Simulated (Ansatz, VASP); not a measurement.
## Cross-check of TiO2 (Rutile) between VASP and Ansatz

One calculation is typed for both programs; each brings its own data sets. How far apart do they land? The cell is taken from a series of runs on this material, whose earlier steps may have relaxed, scaled, displaced or heated it; both programs get it as it stands.

Method: plane waves, with VASP 6.6.1 beside it; relaxation of cell and atoms at PBE with D4, in Ansatz 0.2.0.

## 1. The structure

It takes space group P4_2/mnm (No. 136, tetragonal). The conventional cell has a = 4.592 Å, b = 4.592 Å, c = 2.957 Å, α = 90.00°, β = 90.00°, γ = 90.00°. Nearest to Ti lie 6 O at 1.95 to 1.98 Å. O has 3 Ti at 1.95 to 1.98 Å nearest. Farther neighbours and most contacts between anions are not listed.

## 2. VASP: relaxation of cell and atoms, PBE with D4

The relaxed volume is the usual yardstick between codes: in a stiff, nearly cubic crystal its relative difference is about their pressure difference at one cell divided by the bulk modulus.

Lines of VASP's logs that name or quote its potential files are left out, and so is its time.

INCAR

```
SYSTEM = TiO2
PREC = Accurate
ENCUT = 600
EDIFF = 1E-07
NELM = 120
ISMEAR = -1
SIGMA = 0.05
LREAL = .FALSE.
ALGO = Normal
GGA = PE
IVDW = 13
NBANDS = 30
LASPH = .TRUE.
LORBIT = 11
LWAVE = .FALSE.
LCHARG = .FALSE.
ISIF = 3
IBRION = 2
NSW = 80
EDIFFG = -0.005
GGA_COMPAT = .FALSE.
NELMIN = 4
EFERMI = MIDGAP
KPAR = 2
```

POSCAR

```
TiO2
1.0
    4.5922000000      0.0000000000      0.0000000000
    0.0000000000      4.5922000000      0.0000000000
    0.0000000000      0.0000000000      2.9574000000
Ti O
2 4
Direct
    0.0000000000      0.0000000000      0.0000000000
    0.5000000000      0.5000000000      0.5000000000
    0.3049599321      0.3049599321      0.0000000000
    0.1950400679      0.8049599321      0.5000000000
    0.6950400679      0.6950400679      0.0000000000
    0.8049599321      0.1950400679      0.5000000000
```

KPOINTS

```
Automatic mesh
0
Gamma
6 6 9
0 0 0
```

The projector-augmented-wave data sets are Ti_sv and O (PBE family, release 64).

Command:

```console
mpirun -np 2 vasp_std
```

Numbers of over 12 decimals in the logs are rounded to 6 here.

Log:

```text
[banner, memory and clock lines left out]
running    2 mpi-ranks, on    1 nodes
 distrk:  each k-point on    1 cores,    2 groups
 distr:  one band on    1 cores,    1 groups

 POSCAR found type information on POSCAR TiO
 POSCAR found :  2 types and       6 ions
 LDA part: xc-table for (Slater+PW92), standard interpolation
 POSCAR, INCAR and KPOINTS ok, starting setup
 FFT: planning ... GRIDC
 FFT: planning ... GRID_SOFT
 FFT: planning ... GRID
 WAVECAR not read
 entering main loop
       N       E                     dE             d eps       ncg     rms          rms(c)
DAV:   1     0.702985238943E+03    0.70299E+03   -0.26928E+04  3000   0.209E+03
DAV:   2     0.401953677230E+02   -0.66279E+03   -0.63280E+03  3288   0.583E+02
DAV:   3    -0.660818526832E+02   -0.10628E+03   -0.10400E+03  4420   0.211E+02
DAV:   4    -0.709366721304E+02   -0.48548E+01   -0.48490E+01  4214   0.452E+01
DAV:   5    -0.711212770858E+02   -0.18460E+00   -0.18456E+00  4108   0.729E+00    0.315E+01
DAV:   6    -0.541242441958E+02    0.16997E+02   -0.10258E+02  3664   0.977E+01    0.116E+01
DAV:   7    -0.538633303798E+02    0.26091E+00   -0.15120E+01  3610   0.327E+01    0.823E+00
DAV:   8    -0.537382032569E+02    0.12513E+00   -0.31262E+00  3512   0.174E+01    0.363E+00
DAV:   9    -0.536455293981E+02    0.92674E-01   -0.72991E-01  3752   0.765E+00    0.107E+00
DAV:  10    -0.536543582991E+02   -0.88289E-02   -0.75853E-02  3732   0.221E+00    0.472E-01
DAV:  11    -0.536508543541E+02    0.35039E-02   -0.18073E-02  3688   0.972E-01    0.647E-02
DAV:  12    -0.536509692556E+02   -0.11490E-03   -0.17921E-03  3404   0.461E-01    0.104E-01
DAV:  13    -0.536508533237E+02    0.11593E-03   -0.38538E-04  3554   0.209E-01    0.160E-02
DAV:  14    -0.536508597021E+02   -0.63784E-05   -0.60670E-05  4136   0.697E-02    0.190E-02
DAV:  15    -0.536508571986E+02    0.25035E-05   -0.24077E-05  3866   0.517E-02    0.249E-03
DAV:  16    -0.536508571248E+02    0.73764E-07   -0.92601E-07  3766   0.995E-03
   1 F= -.54896000E+02 E0= -.54896000E+02  d E =-.548960E+02
[...]
2 F= -.54894844E+02 E0= -.54894844E+02  d E =0.115589E-02
[...]
3 F= -.54899100E+02 E0= -.54899100E+02  d E =-.309915E-02
[...]
4 F= -.54899456E+02 E0= -.54899456E+02  d E =-.356818E-03
 trial-energy change:   -0.000357  1 .order   -0.000354   -0.000596   -0.000113
 step:   1.0934(harm=  1.1007)  dis= 0.00096  next Energy=   -54.899469 (dE=-0.370E-03)
 bond charge predicted
       N       E                     dE             d eps       ncg     rms          rms(c)
DAV:   1    -0.536661244874E+02    0.25131E-04   -0.37463E-03  3000   0.591E-01    0.464E-02
DAV:   2    -0.536661083513E+02    0.16136E-04   -0.16557E-04  3232   0.104E-01    0.279E-02
DAV:   3    -0.536660984296E+02    0.99218E-05   -0.28956E-05  4020   0.526E-02    0.121E-02
DAV:   4    -0.536660963441E+02    0.20855E-05   -0.87733E-06  4084   0.266E-02    0.210E-03
DAV:   5    -0.536660964358E+02   -0.91701E-07   -0.48887E-07  3262   0.621E-03
   5 F= -.54899470E+02 E0= -.54899470E+02  d E =-.370127E-03
 curvature:  -0.58 expect dE=-0.233E-05 dE for cont linesearch -0.672E-08
 trial: gam= 0.00360 g(F)=  0.254E-05 g(S)=  0.150E-05 ort = 0.286E-05 (trialstep = 0.932E+00)
 search vector abs. value=  0.407E-05
 reached required accuracy - stopping structural energy minimisation
```

OUTCAR, selected parts (step 2):

```text
ion  position               nearest neighbor table
   1  0.000  0.000  0.000-   4 1.95   6 1.95   4 1.95   6 1.95   5 1.98   3 1.98
   2  0.500  0.500  0.500-   3 1.95   5 1.95   3 1.95   5 1.95   4 1.98   6 1.98
   3  0.305  0.305  0.000-   2 1.95   2 1.95   1 1.98
   4  0.195  0.805  0.500-   1 1.95   1 1.95   2 1.98
   5  0.695  0.695  0.000-   2 1.95   2 1.95   1 1.98
   6  0.805  0.195  0.500-   1 1.95   1 1.95   2 1.98

  LATTYP: Found a simple tetragonal cell.
 ALAT       =     4.5922000000
 C/A-ratio  =     0.6440050520

 Subroutine GETGRP returns: Found 16 space group operations
 (whereof  8 operations were pure point group operations)

The static configuration has the point symmetry D_2h.
 The point group associated with its full space group is D_4h.

 Found     50 irreducible k-points:

   k-points           NKPTS =     50   k-points in BZ     NKDIM =     50   number of bands    NBANDS=     30

   dimension x,y,z NGX =    40 NGY =   40 NGZ =   24
   dimension x,y,z NGXF=    80 NGYF=   80 NGZF=   48

   ENCUT  =  600.0 eV  44.10 Ry    6.64 a.u.   9.17  9.17  5.91*2*pi/ulx,y,z

   NELECT =      48.0000    total number of electrons

 k-points in reciprocal lattice and weights: Automatic mesh
   0.00000000  0.00000000  0.00000000       0.003
   0.16666667  0.00000000  0.00000000       0.012
   0.33333333  0.00000000  0.00000000       0.012
   0.50000000  0.00000000  0.00000000       0.006
   0.16666667  0.16666667  0.00000000       0.012
   0.33333333  0.16666667  0.00000000       0.025
   0.50000000  0.16666667  0.00000000       0.012
   0.33333333  0.33333333  0.00000000       0.012
   0.50000000  0.33333333  0.00000000       0.012
[...]
0.50000000  0.33333333  0.44444444       0.025
   0.50000000  0.50000000  0.44444444       0.006

 average (electrostatic) potential at core
       1 -76.2994       2 -76.2994       3 -69.3648       4 -69.3648       5 -69.3648
       6 -69.3648

 E-fermi :   5.6740

 k-point     1 :       0.0000    0.0000    0.0000
  band No.  band energies     occupation
    ...
     20       2.8217      2.00000
     21       4.0843      2.00000
     22       4.3290      2.00000
     23       4.3290      2.00000
     24       4.7822      2.00000
     25       6.6205      0.00000
     26       6.9052      0.00000
     27       7.1625      0.00000
     28       7.2575      0.00000
     29       7.2575      0.00000
    ...

 k-point     2 :       0.1667    0.0000    0.0000
  band No.  band energies     occupation
    ...
     20       2.8358      2.00000
     21       3.8395      2.00000
     22       3.9096      2.00000
     23       4.1108      2.00000
     24       4.6841      2.00000
     25       6.7705      0.00000
     26       7.0980      0.00000
     27       7.3610      0.00000
     28       7.3655      0.00000
     29       7.4087      0.00000
    ...

 k-point     3 :       0.3333    0.0000    0.0000
  band No.  band energies     occupation
    ...
     20       2.7882      2.00000
     21       2.9236      2.00000
     22       3.5277      2.00000
     23       3.8980      2.00000
     24       4.3858      2.00000
     25       7.0604      0.00000
     26       7.3108      0.00000
     27       7.6076      0.00000
     28       7.6802      0.00000
     29       7.8005      0.00000
    ...

  DFT-D4 for vdW energy calculation

  Edisp (eV):   -1.23337

  Total       0.00936     0.00936    -0.00336    -0.00000     0.00000     0.00000
  in kB       0.23877     0.23877    -0.08577    -0.00000     0.00000     0.00000
  external pressure =        0.13 kB  Pullay stress =        0.00 kB

  energy-cutoff  :      600.00
  volume of cell :       62.82
      direct lattice vectors                 reciprocal lattice vectors
     4.608852203 -0.000000000  0.000000000     0.216973762  0.000000000  0.000000000
    -0.000000000  4.608852203  0.000000000     0.000000000  0.216973762  0.000000000
     0.000000000  0.000000000  2.957497209     0.000000000  0.000000000  0.338123734

 POSITION                                       TOTAL-FORCE (eV/Angst)
 -----------------------------------------------------------------------------------
      0.00000      0.00000      0.00000        -0.000000      0.000000     -0.000000
      2.30443      2.30443      1.47875         0.000000      0.000000     -0.000000
      1.40291      1.40291      0.00000         0.002566      0.002566      0.000000
      0.90152      3.70734      1.47875        -0.002566      0.002566      0.000000
      3.20594      3.20594      0.00000        -0.002566     -0.002566     -0.000000
      3.70734      0.90152      1.47875         0.002566     -0.002566     -0.000000
 -----------------------------------------------------------------------------------
    total drift:                                0.000000      0.000000      0.000000

  FREE ENERGIE OF THE ION-ELECTRON SYSTEM (eV)
  ---------------------------------------------------
  free  energy   TOTEN  =       -54.8994696670 eV

  energy  without entropy=      -54.8994696664  energy(sigma->0) =      -54.89946967

 reached required accuracy - stopping structural energy minimisation

 total charge
# of ion       s       p       d       tot
------------------------------------------
    1        2.220   6.297   1.711  10.228
    2        2.220   6.297   1.711  10.228
    3        1.569   3.501   0.000   5.070
    4        1.569   3.501   0.000   5.070
    5        1.569   3.501   0.000   5.070
    6        1.569   3.501   0.000   5.070
--------------------------------------------------
tot         10.717  26.597   3.421  40.735

[... 3 further parts left out ...]
```

CONTCAR:

```
TiO2
   1.00000000000000
     4.6088522025814189   -0.0000000000000000    0.0000000000000000
    -0.0000000000000000    4.6088522025814189    0.0000000000000000
     0.0000000000000000    0.0000000000000000    2.9574972087890039
  Ti              O
     2     4
Direct
     0.0000000000000000    0.0000000000000000    0.0000000000000000
     0.5000000000000000    0.5000000000000000    0.5000000000000000
     0.3043947171981101    0.3043947171981101    0.0000000000000000
     0.1956052828018899    0.8043947171981102    0.5000000000000000
     0.6956052828018898    0.6956052828018898    0.0000000000000000
     0.8043947171981102    0.1956052828018899    0.5000000000000000
```

The run keeps the 16 symmetry operations of its start, so it cannot find a distortion of lower symmetry.

## 3. Ansatz: relaxation of cell and atoms, PBE with D4

Ansatz runs on its PAW soft_1 files.

The same cell, functional, mesh and smearing now go to Ansatz, which takes its cutoff from its data sets.

input.yaml

```yaml
crystal:
  lattice:
    - [4.5922, 0.0, 0.0]
    - [0.0, 4.5922, 0.0]
    - [0.0, 0.0, 2.9574]
  atoms:
    - { symbol: Ti, position: [0.0, 0.0, 0.0] }
    - { symbol: Ti, position: [0.5, 0.5, 0.5] }
    - { symbol: O, position: [0.30496, 0.30496, 0.0] }
    - { symbol: O, position: [0.19504, 0.80496, 0.5] }
    - { symbol: O, position: [0.69504, 0.69504, 0.0] }
    - { symbol: O, position: [0.80496, 0.19504, 0.5] }
kpoints:
  mp_grid: { grid: [6, 6, 9] }
scf:
  occupations: { method: fermi_dirac, width: 0.05 }
hamiltonian:
  xc: pbe
  pseudopotentials: { kind: paw, azcp: { folder: soft_1 } }
  dispersion: d4
relax:
  f_tol: 0.01
  max_steps: 60
  cell: { stress_tol: 0.02 }
output:
  forces: true
  stress: true
```

Command:

```console
ansatz run input.yaml --threads 4 --pin off --max-ram 10240MiB --backend cpu --events-out ev --progress --plain --runs-dir out
```

Log:

```text
Engine: ansatz 0.2.0, x86_64-unknown-linux-gnu
Pseudopotentials: kind: paw
Pseudopotential: Ti, paw, valence charge 12, recommended cutoff 420 eV (normal), soft_1/Ti.paw.azcp
Pseudopotential: O, paw, valence charge 6, recommended cutoff 420 eV (normal), soft_1/O.paw.azcp
Functional definition: PBE
  parameter kappa = 0.804
  parameter beta = 0.066725
  exchange = pbe_x(kappa = kappa, mu = beta*pi^2/3)
  correlation = pbe_c(beta = beta)
Crystal: 6 atoms, lattice volume = 62.367 Å³
Basis set: ecut = 420 eV, 1217 PW (Γ), exchange–correlation on 64×64×40 points (8 copies of the dense FFT grid, shifted against one another)
Bands: 30, of which v1, the nominal top of the filled ones, is band 24 counted from 1 (23 counted from 0)
Symmetry: 16 space group operations
Space group: P42/mnm (ITA 136), of the structure as read, at distance tolerance 4.0e-5 Å
k-points: 50 of 324
Non-local potential: Ti, projectors of the file, l = 0: 3, l = 1: 2, l = 2: 3, l = 3: 1
Non-local potential: O, projectors of the file, l = 0: 2, l = 1: 2, l = 2: 1
PAW form: soft (Blöchl's): semilocal exchange-correlation on the pseudo side does not see the compensation charge
PAW one-centre angular grid: Ti, 590 points (default); XC on 64 Gauss nodes
PAW one-centre angular grid: O, 110 points (default); XC on 64 Gauss nodes
Initial density: superposition of atomic densities (chi_scale 0.1, normalization cell, long waves kept (reshape's long-wave potential 0.00 eV rms))
Initial wavefunctions: pseudopotential atomic-orbital guess
Functional: x = pbe(κ = 0.804, μ = 0.219515), c = pbe(β = 0.066725)
SCF iter   1: F=—  HF=-7278.769238 eV  |F-HF|=—  |Δ(HF+E_count)|=         —  Δρ=6.57e-2  dr2=2.62e0  ethr=3.10e-3  ⟨swp⟩=5.1  Hψ=5059  notcnv=0
preconditioner: auto → Resta (q_TF=auto, 2.612 Å⁻¹)  ε∞=8.5  [insulator: Δε(μ)=2.159 eV  Ē_g=9.709 eV  σ=0.050 eV  W_gap=1.00  n_scr=18 (ndim 8)  ℏωp=26.6 eV  f_vac=0.000  D(μ)=0.00/eV (n_scr^D=0)  ε∞_Penn≈8.5]
SCF iter   2: F=—  HF=-7278.548457 eV  |F-HF|=—  |Δ(HF+E_count)|=   2.21e-1  Δρ=3.43e-2  dr2=6.93e-1  ethr=3.10e-3  ⟨swp⟩=2.9  Hψ=2837  notcnv=0  defer=61
SCF iter   3: F=—  HF=-7278.527507 eV  |F-HF|=—  |Δ(HF+E_count)|=   2.09e-2  Δρ=8.20e-3  dr2=4.75e-2  ethr=1.44e-3  ⟨swp⟩=2.7  Hψ=2448  notcnv=0  defer=61
SCF iter   4: F=—  HF=-7278.537229 eV  |F-HF|=—  |Δ(HF+E_count)|=   9.72e-3  Δρ=1.95e-3  dr2=2.93e-3  ethr=9.90e-5  ⟨swp⟩=2.0  Hψ=2483  notcnv=0  defer=60
SCF iter   5: F=—  HF=-7278.539223 eV  |F-HF|=—  |Δ(HF+E_count)|=   1.99e-3  Δρ=3.62e-4  dr2=8.64e-5  ethr=6.11e-6  ⟨swp⟩=2.0  Hψ=2024  notcnv=0  defer=60
SCF iter   6: F=—  HF=-7278.539350 eV  |F-HF|=—  |Δ(HF+E_count)|=   1.27e-4  Δρ=1.01e-4  dr2=6.63e-6  ethr=1.80e-7  ⟨swp⟩=2.1  Hψ=2283  notcnv=0  defer=60
SCF iter   7: F=—  HF=-7278.539357 eV  |F-HF|=—  |Δ(HF+E_count)|=   6.80e-6  Δρ=2.85e-5  dr2=5.04e-7  ethr=1.38e-8  ⟨swp⟩=2.0  Hψ=2088  notcnv=0  defer=60
SCF iter   8: F=-7278.539358 eV  HF=-7278.539358 eV  |F-HF|=1.19e-8  |Δ(HF+E_count)|=   4.85e-7  Δρ=5.76e-6  dr2=1.36e-8  ethr=2.08e-10  ⟨swp⟩=4.0  Hψ=4900  notcnv=0
SCF 1 converged in 8 iterations: F = -7278.539358 eV  dr2 = 1.36e-8
  greatest PAW one-centre occupation: 0.999 electrons in one spin orbital (limit 2), on the Ti atom at site 1 (counted from 0), in its partial waves of l = 0
relax step   1: F+E_penalty+E_count = -7278.53935764 eV  Δ(F+E_penalty+E_count) = +0.000e0 eV  max|allowed force component| = 5.739e-2 eV/Å  Δτ_max = 0.0000 Å  P = +1.314 GPa  Ω = 62.367 Å³  (8 SCF iters, dr2 threshold 1.00e-7 eV, accepted)
[...]
relax step   4: F+E_penalty+E_count = -7278.54073243 eV  Δ(F+E_penalty+E_count) = +1.679e-5 eV  max|allowed force component| = 6.043e-4 eV/Å  Δτ_max = 0.0001 Å  P = -0.001 GPa  Ω = 62.715 Å³  energy of the carried Pulay correction = -9.490e-4 eV  (5 SCF iters, dr2 threshold 1.53e-9 eV, accepted)
[...]
relax step   5: F+E_penalty+E_count = -7278.54183806 eV  Δ(F+E_penalty+E_count) = -1.106e-3 eV  max|allowed force component| = 6.251e-4 eV/Å  Δτ_max = 0.0000 Å  P = +0.029 GPa  Ω = 62.715 Å³  stress off target by 4.77e-2 GPa  SCF on the basis re-selected at this cell (its energy is not comparable with the rows above)  (6 SCF iters)
[...]
relax step   6: F+E_penalty+E_count = -7278.54180903 eV  Δ(F+E_penalty+E_count) = +2.903e-5 eV  max|allowed force component| = 3.304e-4 eV/Å  Δτ_max = 0.0001 Å  P = +0.002 GPa  Ω = 62.727 Å³  energy of the carried Pulay correction = -3.192e-5 eV  (5 SCF iters, dr2 threshold 5.69e-9 eV, accepted)
[...]
relax step   7: F+E_penalty+E_count = -7278.54185324 eV  Δ(F+E_penalty+E_count) = -4.422e-5 eV  max|allowed force component| = 3.366e-4 eV/Å  Δτ_max = 0.0000 Å  P = +0.002 GPa  Ω = 62.727 Å³  stress off target by 3.03e-3 GPa  SCF on the basis re-selected at this cell (its energy is not comparable with the rows above)  (5 SCF iters)
basis re-selected at this cell: Δ(F+E_penalty+E_count) = -4.422e-5 eV, ΔP = +0.000 GPa vs the last step (what re-selecting the basis moved, of the pressure what is left beyond the Pulay correction that the steps carried, after the strain that the cell walked since its last selection, with what the two solves' SCF thresholds leave and, on support functions, any second-order correction that the steps lacked; it is no m [...]
SCF converged after 5 iterations
Free energy (F): -7278.541853 eV
Harris-Foulkes:  -7278.541853 eV  (|F-HF|=3.64e-12)
Internal energy: -7278.541853 eV  (E = F + TS)
E sigma→0 (E₀):  -7278.541853 eV
Fermi energy:    9.892482 eV
--- Per-component energies (eV) ---
  E_band       = -398.011575
  E_kinetic    = 1232.021593
  E_local      = -3203.383351  (includes V_loc(G=0)·N_el)
  E_nonlocal   = 322.914535
  E_hartree    = 1210.864175
  E_xc         = -520.609396
  E_vxc        = -658.893952  (∫ρ·V_xc dr)
  E_paw        = -2729.887471  (= ΣΔE_a)
  E_vpaw       = -512.401733  (= ΣTr[D̂ρ^β])
  E_aug_tail   = 0.002940  (compensation charges beyond the density's cutoff)
  E_ewald      = -3589.228452
  E_disp       = -1.236426  (pairwise vdW)
  E_smearing   = -0.000000  (= −TS)
  E_closure    = 0.000000  (closes the sum)
  Σ components = -7278.541853   (vs F -7278.541853, Δ=0.00e0)
--- Forces (eV/Å), atoms counted from 1 ---
  atom   1  Ti    -0.00000000     0.00000000     0.00000000
  atom   2  Ti     0.00000000     0.00000000     0.00000000
  atom   3  O     -0.00033664    -0.00033664     0.00000000
  atom   4  O      0.00033664    -0.00033664     0.00000000
  atom   5  O      0.00033664     0.00033664     0.00000000
  atom   6  O     -0.00033664     0.00033664     0.00000000
  max |Σ_I F_I| component: 2.11e-18 eV/Å
--- Stress (GPa, compression-positive) ---
        0.002051       0.000000       0.000000
        0.000000       0.002051       0.000000
        0.000000       0.000000       0.003033
  P = ⅓ Tr σ = 0.0024 GPa (0.024 kbar)
--- Relaxed structure (5 steps of the walk, 5 accepted, 2 SCFs on fresh bases) ---
  F+E_penalty+E_count = -7278.54185324 eV   max|allowed force component| = 3.366e-4 eV/Å   (the final SCF, on the basis selected at the relaxed cell)
  cell:  # Å, volume = 62.7268 Å³
    - [4.607882, 0, 0.0]
    - [0, 4.607882, 0.0]
    - [0.0, 0.0, 2.954272]
  atoms:
    - { symbol: Ti, position: [0, 0, 0.0] }
    - { symbol: Ti, position: [0.5, 0.5, 0.5] }
    - { symbol: O, position: [0.304545, 0.304545, 0.0] }
    - { symbol: O, position: [0.195455, 0.804545, 0.5] }
    - { symbol: O, position: [0.695455, 0.695455, 0.0] }
    - { symbol: O, position: [0.804545, 0.195455, 0.5] }
```

## 4. Side by side

Known differences besides the potentials themselves: the cutoff is 420 eV in Ansatz and 600 eV in VASP; Ansatz adds a Pulay correction to the stress that steers its cell, VASP none. Total energies have different zeros and are not compared.

The two programs side by side:

```
                                         quantity  Ansatz   VASP  difference
                                      volume (Å³)   62.73  62.82     -0.15 %
edge a after relaxation, in the typed setting (Å)   4.608  4.609     -0.02 %
edge c after relaxation, in the typed setting (Å)   2.954  2.958     -0.11 %
```

## 5. Results

```
difference in volume (relaxation of cell and atoms, PBE with D4) : -0.15 %
```

**Reading.** The difference in volume is -0.15 % (relaxation of cell and atoms, PBE with D4), within the 1.2 % picked in this series as the mark of a large difference, as far as the stopping tolerances let one tell. How closely two codes agree says nothing of how well the functional describes the real material.

[Lines on the potential files, build, host, timing and source positions are cut from VASP's logs without a mark.]

[Logs are printed without paths, hosts, clocks, repeated set-up lines and the standing remarks that a program may print on its own settings, such as how far it seeks lower states.]

[Hosts, paths, dates, database ids (printed as entryN), source tags and the programs' standing remarks are cut or masked in the printed files.]
